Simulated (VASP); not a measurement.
**ZnS (F-43m): a series in biaxial strain in the (110) plane**

Wanted: the response of ZnS to biaxial strain in the (110) plane, as a table, with a fit that predicts a row left out.

Program: VASP 6.6.1. Level of theory: LDA; plane waves and PAW (Zn, S), in the first sound run; inputs show where later runs differ. Results are calculated unless marked as measured.

Report form: the programs' logs are mostly left out.

### Step 1. Set-up

It takes space group F-43m (No. 216, cubic). The conventional cell has a = 5.410 Å, b = 5.410 Å, c = 5.410 Å, α = 90.00°, β = 90.00°, γ = 90.00°. Nearest to Zn lie 4 S at 2.34 Å. Nearest to S lie 4 Zn at 2.34 Å. Farther neighbours and most contacts between anions are not listed.

Coordinates:

```xyz
2
Lattice="0.0000 2.7050 2.7050 2.7050 0.0000 2.7050 2.7050 2.7050 0.0000" Properties=species:S:1:pos:R:3 pbc="T T T"
Zn    0.0000    0.0000    0.0000
S     1.3525    1.3525    1.3525
```

### Step 2. Relax the crystal, LDA

The series starts from the cell that this level prefers, so that zero strain is near zero stress.

This step took 2 runs in a row; the last is shown.

Level: LDA; plane waves and PAW (Zn, S).

File INCAR:

```
SYSTEM = ZnS
PREC = Accurate
ENCUT = 450
EDIFF = 1E-07
NELM = 120
ISMEAR = 0
SIGMA = 0.02
LREAL = .FALSE.
ALGO = Normal
GGA = CA
NBANDS = 15
LASPH = .TRUE.
LORBIT = 11
LWAVE = .FALSE.
LCHARG = .FALSE.
KPAR = 12
IBRION = 2
NSW = 40
ISIF = 3
EDIFFG = -0.005
POTIM = 0.4
```

File POSCAR:

```
ZnS
1.0
    0.0000000000      2.6503118734      2.6503118734
    2.6503118734      0.0000000000      2.6503118734
    2.6503118734      2.6503118734      0.0000000000
Zn S
1 1
Direct
    0.0000000000      0.0000000000      0.0000000000
    0.2500000000      0.2500000000      0.2500000000
```

File KPOINTS:

```
Automatic mesh
0
Gamma
10 10 10
0 0 0
```

PAW data sets: Zn and S (LDA family, release 64).

Launch:

```sh
mpirun -np 12 vasp_std
```

Wall time 2.6 s (12 MPI ranks of Intel Xeon 6975P-C (Granite Rapids), shared host); peak memory 1.8 GiB.

This run gave:

- energy(sigma→0) of the program: -8.2075 eV
- stress, compression positive: -0.03 along [110], -0.03 across it (mean), GPa
- volume: 37.232 Å³
- ionic steps: 1

### Step 3. Strain along the normal, LDA

One member in full: the plane is strained by 1 %, and the strain along the normal is moved by secant steps until the normal stress is under 0.012 GPa or five steps are spent; the atoms relax at each step.

This step took 4 runs, each at a new trial strain with the atoms of the one before; the last is shown.

Level: LDA; plane waves and PAW (Zn, S); cell typed or built by script.

Edit INCAR of step 2 so:

```diff
@@ -15,7 +15,7 @@
 LCHARG = .FALSE.
-KPAR = 12
-IBRION = 2
-NSW = 40
-ISIF = 3
-EDIFFG = -0.005
-POTIM = 0.4
+KPAR = 3
+IBRION = 1
+NSW = 25
+ISIF = 2
+EDIFFG = -0.004
+POTIM = 0.3
```

File POSCAR:

```
ZnS
1.0
   -0.0236504990      2.6531644940      2.6768149920
    2.6531644940     -0.0236504990      2.6768149920
    2.6295139950      2.6295139950      0.0000000000
Zn S
1 1
Direct
    0.9983425933      0.9983425933      0.0016574067
    0.2516574067      0.2516574067      0.2483425933
```

KPOINTS is that of step 2.

Launch:

```sh
mpirun -np 3 vasp_std
```

Wall time 15 s (3 MPI ranks); peak memory 0.56 GiB.

Numbers from this step:

- energy(sigma→0) of the program: -8.2041 eV
- stress, compression positive: 0.00 along [110], -1.58 across it (mean), GPa
- ionic steps: 1

### Step 4. Band edges, TB-mBJ with spin-orbit coupling

Short lines in KPOINTS_OPT sample the zone centre along and across the normal of the plane, for masses, and the other valleys.

Level: TB-mBJ, spin-orbit coupling; plane waves and PAW (Zn, S); cell typed or built by script.

TB-mBJ has no energy functional, so the total energy, stress and pressure in this output mean nothing.

File INCAR:

```
SYSTEM = ZnS
PREC = Accurate
ENCUT = 450
EDIFF = 1E-06
NELM = 150
ISMEAR = 0
SIGMA = 0.02
LREAL = .FALSE.
ALGO = Normal
METAGGA = MBJ
LASPH = .TRUE.
LNONCOLLINEAR = .TRUE.
MAGMOM = 0 0 0 0 0 0
NBANDS = 28
GGA_COMPAT = .FALSE.
LSORBIT = .TRUE.
LWAVE = .FALSE.
LCHARG = .FALSE.
KPAR = 3
```

POSCAR is that of step 3.

File KPOINTS:

```
Automatic mesh
0
Gamma
8 8 8
0 0 0
```

File KPOINTS_OPT:

```
Line mode
6
Line-mode
Reciprocal
  0.00000000   0.00000000   0.00000000
  0.01479621   0.01479621   0.02959243

  0.00000000   0.00000000   0.00000000
 -0.01506238   0.01506238   0.00000000

  0.31000000   0.31000000   0.00000000
  0.50000000   0.50000000   0.00000000

  0.00000000   0.31000000   0.31000000
  0.00000000   0.50000000   0.50000000

  0.45000000   0.45000000   0.45000000
  0.50000000   0.50000000   0.50000000

  0.45000000   0.00000000   0.00000000
  0.50000000   0.00000000   0.00000000

  0.42500000   0.42500000   0.00000000
  0.42481180   0.44611321   0.02092501

  0.50000000   0.50000000   0.50000000
  0.48493762   0.51506238   0.50000000
```

Launch:

```sh
mpirun -np 3 vasp_ncl
```

The job ended after 4.5 min (3 MPI ranks; peak memory 1.5 GiB; 11 min of CPU time).

### Step 5. Band edges, r2SCAN with spin-orbit coupling

Level: r2SCAN, spin-orbit coupling; plane waves and PAW (Zn, S); cell typed or built by script.

Edit INCAR of step 4 so:

```diff
@@ -4,3 +4,3 @@
 EDIFF = 1E-06
-NELM = 150
+NELM = 100
 ISMEAR = 0
@@ -9,3 +9,3 @@
 ALGO = Normal
-METAGGA = MBJ
+METAGGA = R2SCAN
 LASPH = .TRUE.
```

POSCAR is that of step 4.

KPOINTS is that of step 4.

KPOINTS_OPT is that of step 4.

Launch:

```sh
mpirun -np 3 vasp_ncl
```

Wall time 7.5 min (3 MPI ranks); peak memory 1.5 GiB.

Numbers from this step:

| Quantity | Value |
| --- | --- |
| energy(sigma→0) of the program | -173.3103 eV |
| stress, compression positive | 3.95 along [110], 2.38 across it (mean), GPa |

The run ends at a pressure of 2.90 GPa, with forces up to 0.014 eV/Å.

### Step 6. All members

Runs beyond LDA use the data sets made with LDA; this shifts their levels slightly, and their total energies have another zero (at TB-mBJ, which has no energy functional, they mean nothing).

The other members went through these steps as far as the tables show, with the same cutoff and, step by step, the same mesh; 47 runs are not shown. The session took 6.4 core hours (wall time by ranks) on a shared machine.

```csv
in-plane strain (%),strain along the normal (%),"mean of the two in-plane stresses, tension positive (GPa)",energy above the unstrained row (meV/atom),"gap on the mesh, LDA (eV)"
-2.000,1.636,-3.196,7.707,2.150
-1.500,1.203,-2.386,4.380,2.157
-1.000,0.792,-1.573,1.990,2.158
-0.500,0.381,-0.775,0.530,2.157
0,-0.016,0.021,0.000,2.150
0.500,-0.411,0.801,0.396,2.089
1.000,-0.785,1.582,1.694,2.026
1.500,-1.135,2.359,3.902,1.961
2.000,-1.480,3.113,6.997,1.894
```

Slopes at zero strain, from cubics through all rows: strain ratio -0.788, stress over strain 158 GPa.

Band edges at TB-mBJ with spin-orbit coupling, counted from the valence-band top at Γ, spin-orbit pairs averaged, with one row partly withheld:

```csv
in-plane strain (%),gap (eV),conduction band at Γ (eV),Δ or X valley along z (eV),Δ or X valley along x (eV),"lowest conduction level at L, [111] (eV)","lowest conduction level at L, [-111] (eV)",second valence level below the top (eV),third valence level below the top (eV)
-2.000,3.882,3.882,4.070,4.259,4.871,4.568,0.055,0.209
-1.500,3.892,3.892,4.166,4.291,4.847,4.627,0.042,0.159
-1.000,3.896,3.896,4.250,4.322,4.823,4.680,0.031,0.112
-0.500,?,?,4.323,4.352,4.799,4.731,0.020,0.068
0,3.892,3.893,4.381,4.380,4.775,4.776,0.000,0.040
0.500,3.843,3.843,4.383,4.366,4.710,4.777,0.039,0.071
1.000,3.786,3.786,4.370,4.347,4.642,4.771,0.080,0.113
1.500,3.726,3.726,4.348,4.328,4.576,4.759,0.121,0.156
2.000,3.663,3.663,4.318,4.308,4.510,4.744,0.163,0.201
```

Conduction masses, in electron masses:

```csv
in-plane strain (%),"conduction mass at Γ, along the strain axis or the normal of the plane","conduction mass at Γ, across the strain axis or in the plane"
-2.000,0.246,0.304
-1.500,0.247,0.289
-1.000,0.252,0.281
-0.500,0.259,0.269
0,0.261,0.261
0.500,0.274,0.262
1.000,0.277,0.255
1.500,0.287,0.249
2.000,0.293,0.245
```

Band edges at r2SCAN with spin-orbit coupling, counted from the valence-band top at Γ, spin-orbit pairs averaged:

```csv
in-plane strain (%),gap (eV),conduction band at Γ (eV),Δ or X valley along z (eV),Δ or X valley along x (eV),"lowest conduction level at L, [111] (eV)","lowest conduction level at L, [-111] (eV)",second valence level below the top (eV),third valence level below the top (eV)
-2.000,2.945,2.945,3.243,3.471,4.044,3.695,0.062,0.226
-1.500,2.950,2.950,3.349,3.498,4.010,3.756,0.048,0.173
-1.000,2.950,2.950,3.439,3.524,3.976,3.811,0.037,0.125
-0.500,2.944,2.944,3.514,3.548,3.942,3.863,0.024,0.082
0,2.933,2.933,3.571,3.571,3.907,3.908,0.001,0.055
0.500,2.879,2.879,3.572,3.553,3.834,3.911,0.040,0.086
1.000,2.816,2.816,3.554,3.531,3.757,3.905,0.084,0.128
1.500,2.750,2.750,3.526,3.509,3.682,3.893,0.127,0.172
2.000,2.680,2.680,3.487,3.486,3.607,3.877,0.172,0.218
```

Conduction masses, in electron masses:

```csv
in-plane strain (%),"conduction mass at Γ, along the strain axis or the normal of the plane","conduction mass at Γ, across the strain axis or in the plane"
-2.000,0.185,0.230
-1.500,0.188,0.221
-1.000,0.193,0.215
-0.500,0.197,0.207
0,0.202,0.201
0.500,0.206,0.196
1.000,0.209,0.190
1.500,0.214,0.185
2.000,0.217,0.180
```

### Step 7. A fit to the known rows

The quantity to fit is the conduction level at Γ above the mean of the three top valence levels at TB-mBJ with spin-orbit coupling: 3.970, 3.959, 3.944, 3.906, 3.880, 3.850, 3.818, 3.784 eV in the rows shown.

Fitting a parabola to the 8 known rows (e: strain in %) gives E = − 0.007021 e² − 0.04672 e + 3.905 in eV; the residuals are 6.1e-4 eV r.m.s.

For the withheld row, e = -0.5, the fit gives 3.9265 eV.

### Step 8. The withheld row

The calculation gives 3.9266 eV, so the prediction is 0.0001 eV too low.

### Step 9. Outcome

| Property | Result |
| --- | --- |
| ratio of normal to in-plane strain | -0.788 |
| biaxial modulus | 158 GPa |
| gap of the unstrained cell, TB-mBJ with spin-orbit coupling | 3.89 eV |
| gap of the unstrained cell, r2SCAN with spin-orbit coupling | 2.93 eV |
| slope at zero strain of the conduction level at Γ above the mean of the three top valence levels, TB-mBJ with spin-orbit coupling | -47 meV per % |
| error of the predicted row | -0.1 meV |

**Reading.** As a check, the curvature of the energy gives 159 GPa for the same modulus (energy per volume = M × strain²), 0 % from the slope of the stress. At TB-mBJ with spin-orbit coupling the lowest conduction valley is Γ throughout, and the gap runs between 3.66 and 3.90 eV. At r2SCAN with spin-orbit coupling the lowest conduction valley is Γ throughout, and the gap runs between 2.68 and 2.95 eV. Hole masses are left out throughout, since the top bands are degenerate or cross in many series; of conduction masses, those of the Γ, L and (for Si and Ge under (001) strain) Δ valleys are kept where they change by under an eighth between rows. A measured gap of unstrained ZnS is 3.85 eV (arxiv:0911.5022, direct gap E0 at Gamma, 19 K); the static gaps here belong to the lattice relaxed at LDA. TB-mBJ is a potential fitted for gaps; it has no energy functional, so its total energies and forces mean nothing, and its bands tend to come out too narrow. r2SCAN opens gaps somewhat over GGA but leaves them below measured values as a rule. Δ or X levels are the lowest on their line, refined by a parabola unless they lie at X; the gap is read from all points sampled and can differ from the lowest valley by some meV, or by tens of meV where strain moves the valence top off Γ. Temperature, zero-point motion and excitons are left out.

[Lines on the potential files, build, host, timing and source positions are cut from VASP's logs without a mark.]

[Logs are printed without paths, hosts, clocks, repeated set-up lines and the standing remarks that a program may print on its own settings, such as how far it seeks lower states.]

[Hosts, paths, dates, database ids (printed as entryN), source tags and the programs' standing remarks are cut or masked in the printed files.]

[In band tables of VASP the shares of atoms and orbitals are scaled to a sum of 1 inside the atoms' spheres.]
